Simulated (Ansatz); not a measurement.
A (010) slab of SnO2 (P4_2/mnm (No. 136)), 18 planes, outer planes O (top) and O (bottom), with 18 atoms (Sn6O12) in a surface cell of A = 15.235 Å², as cut from the bulk:

```xyz
18
Lattice="3.2007 0.0000 0.0000 0.0000 4.7598 0.0000 0.0000 0.0000 28.7474" Properties=species:S:1:pos:R:3 pbc="T T T"
O     0.0000    3.3040    7.5000
Sn    1.6004    2.3799    8.4237
O     0.0000    1.4558    9.3473
O     1.6004    3.8358    9.8800
Sn    0.0000    0.0000   10.8037
O     1.6004    0.9241   11.7273
O     0.0000    3.3040   12.2601
Sn    1.6004    2.3799   13.1837
O     0.0000    1.4558   14.1074
O     1.6004    3.8358   14.6401
Sn    0.0000    0.0000   15.5637
O     1.6004    0.9241   16.4874
O     0.0000    3.3040   17.0201
Sn    1.6004    2.3799   17.9438
O     0.0000    1.4558   18.8674
O     1.6004    3.8358   19.4001
Sn    0.0000    0.0000   20.3238
O     1.6004    0.9241   21.2474
```

Computed with DFT r2SCAN, scalar-relativistic, plane waves, PAW in Ansatz 0.2.0. Cutoff 500 eV; k points 8×6×1 on the computed 18-atom cell (Γ-centred); Gaussian smearing, width 0.05 eV; no spin polarisation. The cell repeats along c with a dipole correction in the vacuum.

Against the same 18 atoms in the bulk, the slab as cut lies 3.382 eV higher and the relaxed slab 2.782 eV higher.

Q: Work out the surface energy before and after relaxation.

A: The slab has two faces, so γ = (E_slab − N·E_bulk)/(2A), the mean of both. As cut: 3.382/(2 × 15.235) = 0.1110 eV/Å², and 1 eV/Å² = 16.02 J/m², so γ = 1.78 J/m². Relaxed: 2.782/(2 × 15.235) = 0.0913 eV/Å² = 1.46 J/m². Relaxation recovers 18 % of the cost of cutting.

Q: What is the ideal work of this cut, per area?

A: Griffith's ideal work is 2γ: 3.56 J/m² if the new faces stay rigid, 2.93 J/m² if they relax. Other cuts parallel to this plane can cost less. One thickness was run, 18 planes, so γ can still shift with it.

The moderate cost of this surface follows from how the cut runs through the rutile lattice. It passes between neutral O–Sn–O layers, so although both outer planes are oxygen, the slab is stoichiometric and the faces carry no polar charge that would need compensating. Each outermost Sn loses one of its six oxygen neighbours, and each outermost O keeps two of its three Sn neighbours. The price is therefore mainly that of broken polar Sn–O bonds, with no reduction of Sn(IV) required. The two faces are equivalent by symmetry as cut, so 1.78 J/m² belongs to each of them and is not an average over unlike terminations.

Relaxation lowers this to 1.46 J/m², probably because the under-coordinated surface ions shift to strengthen their remaining bonds. Most of the cost remains, as expected when small displacements cannot replace the missing neighbours. The result doesn't show how prominent this face would be on a crystal, which depends on the energies of competing orientations, notably (110), usually the most stable face of rutile oxides.
